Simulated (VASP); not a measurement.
# LiF, nudged elastic band: which settings are enough?

LiF, P6_3mc (no. 186), 4 atoms in the cell. PBE, nudged elastic band; PAW potentials F, Li_sv (PBE set). VASP 6.6.1.

Wanted: barrier within 0.02 eV.

Path: polar cell switched through its nonpolar parent at fixed lattice; Moving images: 3.

The series start from Cutoff ENCUT (eV): 600; k mesh: 5 × 5 × 3; SCF threshold EDIFF (eV): 1e-5; PREC: Normal; LREAL: no. Each series keeps the choices made before it, and each single choice may use up half of a tolerance. Times cover all steps of a run.

## Cutoff ENCUT (eV)

| Cutoff ENCUT (eV) | Barrier (eV) | Time (s) |
|---|---|---|
| 400 | 0.258 | 6.8 |
| 450 | 0.242 | 8.1 |
| 500 | 0.235 | 9.0 |
| 550 | 0.235 | 8.9 |
| 600 | 0.235 | 10 |
| 700 | 0.236 | 11 |
| 800 (reference) | 0.235 | 13 |

Chosen: 450, the loosest value from which every tighter one stays within half of the tolerance.

## k mesh

| k mesh | Barrier (eV) | Time (s) |
|---|---|---|
| 3 × 3 × 2 | 0.239 | 6.3 |
| 4 × 4 × 3 | 0.242 | 6.5 |
| 5 × 5 × 3 | 0.242 | 8.1 |
| 7 × 7 × 4 | 0.242 | 10 |
| 9 × 9 × 5 (reference) | 0.242 | 13 |

Chosen: 3 × 3 × 2.

## SCF threshold EDIFF (eV)

| SCF threshold EDIFF (eV) | Barrier (eV) | Time (s) |
|---|---|---|
| 0.001 | 0.239 | 5.7 |
| 0.0001 | 0.239 | 5.8 |
| 1e-5 | 0.239 | 6.3 |
| 1e-6 (reference) | 0.239 | 6.3 |

Chosen: 0.001.

## PREC

| PREC | Barrier (eV) | Time (s) |
|---|---|---|
| Normal | 0.239 | 5.7 |
| Accurate | 0.237 | 8.1 |

Chosen: Normal; no other choice that stays within half of the tolerance saves 30 % of the time.

## LREAL

| LREAL | Barrier (eV) | Time (s) |
|---|---|---|
| no | 0.239 | 5.7 |
| Auto | 0.239 | 6.1 |

Chosen: no.

## All choices together

| Input | Barrier (eV) | Time (s) |
|---|---|---|
| chosen settings | 0.239 | 5.7 |
| reference settings throughout | 0.235 | 30 |

The tolerance is met.

## The input

INCAR.step1:
```
SYSTEM = LiF
PREC = Normal
ENCUT = 450
EDIFF = 0.001
ISMEAR = 0
SIGMA = 0.05
LREAL = .False.
LASPH = .True.
NELM = 100
ALGO = Normal
LWAVE = .False.
LCHARG = .False.
IBRION = 2
NSW = 100
ISIF = 2
EDIFFG = -0.02
POTIM = 0.5
KPAR = 3
```

INCAR.step3, as INCAR.step1 but for:
```
- IBRION = 2
- ISIF = 2
- EDIFFG = -0.02
- POTIM = 0.5
- KPAR = 3
+ IBRION = 1
+ POTIM = 0.3
+ EDIFFG = -0.05
+ SPRING = -5
+ IMAGES = 3
```

KPOINTS:
```
Automatic mesh
0
Gamma
  3 3 2
  0 0 0
```

00/POSCAR:
```
LiF
1.0
    3.0609398175      0.0000000000      0.0000000000
   -1.5304699087      2.6508516414      0.0000000000
    0.0000000000      0.0000000000      4.8073245700
F Li
2 2
Direct
    0.6666666667      0.3333333333      0.4938437400
    0.3333333333      0.6666666667      0.9938437400
    0.6666666667      0.3333333333      0.8811542600
    0.3333333333      0.6666666667      0.3811542600
```

01/POSCAR:
```
LiF
1.0
    3.0609398175      0.0000000000      0.0000000000
   -1.5304699087      2.6508516414      0.0000000000
    0.0000000000      0.0000000000      4.8073245700
F Li
2 2
Direct
    0.6666666667      0.3333333333      0.4656713700
    0.3333333333      0.6666666667      0.9656713700
    0.6666666667      0.3333333333      0.9093266300
    0.3333333333      0.6666666667      0.4093266300
```

02/POSCAR:
```
LiF
1.0
    3.0609398175      0.0000000000      0.0000000000
   -1.5304699087      2.6508516414      0.0000000000
    0.0000000000      0.0000000000      4.8073245700
F Li
2 2
Direct
    0.6666666667      0.3333333333      0.4374990000
    0.3333333333      0.6666666667      0.9374990000
    0.6666666667      0.3333333333      0.9374990000
    0.3333333333      0.6666666667      0.4374990000
```

03/POSCAR:
```
LiF
1.0
    3.0609398175      0.0000000000      0.0000000000
   -1.5304699087      2.6508516414      0.0000000000
    0.0000000000      0.0000000000      4.8073245700
F Li
2 2
Direct
    0.6666666667      0.3333333333      0.4093266300
    0.3333333333      0.6666666667      0.9093266300
    0.6666666667      0.3333333333      0.9656713700
    0.3333333333      0.6666666667      0.4656713700
```

04/POSCAR:
```
LiF
1.0
    3.0609398175      0.0000000000      0.0000000000
   -1.5304699087      2.6508516414      0.0000000000
    0.0000000000      0.0000000000      4.8073245700
F Li
2 2
Direct
    0.6666666667      0.3333333333      0.3811542600
    0.3333333333      0.6666666667      0.8811542600
    0.6666666667      0.3333333333      0.9938437400
    0.3333333333      0.6666666667      0.4938437400
```

POSCAR.step1:
```
LiF
1.0
    3.0609398175      0.0000000000      0.0000000000
   -1.5304699087      2.6508516414      0.0000000000
    0.0000000000      0.0000000000      4.8073245700
F Li
2 2
Direct
    0.6666666667      0.3333333333      0.4938437400
    0.3333333333      0.6666666667      0.9938437400
    0.6666666667      0.3333333333      0.8811542600
    0.3333333333      0.6666666667      0.3811542600
```

POSCAR.step2:
```
LiF
1.0
    3.0609398175      0.0000000000      0.0000000000
   -1.5304699087      2.6508516414      0.0000000000
    0.0000000000      0.0000000000      4.8073245700
F Li
2 2
Direct
    0.6666666665      0.3333333331      0.4938437400
    0.3333333331      0.6666666665      0.9938437400
    0.6666666665      0.3333333331      1.1065332200
    0.3333333331      0.6666666665      0.6065332200
```

Commands (each step's output is kept before the next begins):
```
cat potpaw_PBE.64/F/POTCAR potpaw_PBE.64/Li_sv/POTCAR > POTCAR
cp INCAR.step1 INCAR
cp POSCAR.step1 POSCAR
mpirun -np 3 vasp_std > vasp.out
cp POSCAR.step2 POSCAR
mpirun -np 3 vasp_std > vasp.out
# 00 and 04 hold the relaxed ends; the images between are interpolated (linear)
cp INCAR.step3 INCAR
mpirun -np 3 vasp_std > vasp.out
```

Limits: the first guess already met the force threshold, so the band hardly moved.

The chosen input took VASP 6.6.1 5.7 s on 3 cores (Intel Xeon Platinum 8259CL @ 2.50GHz (Skylake/Cascade Lake)), a shared host.
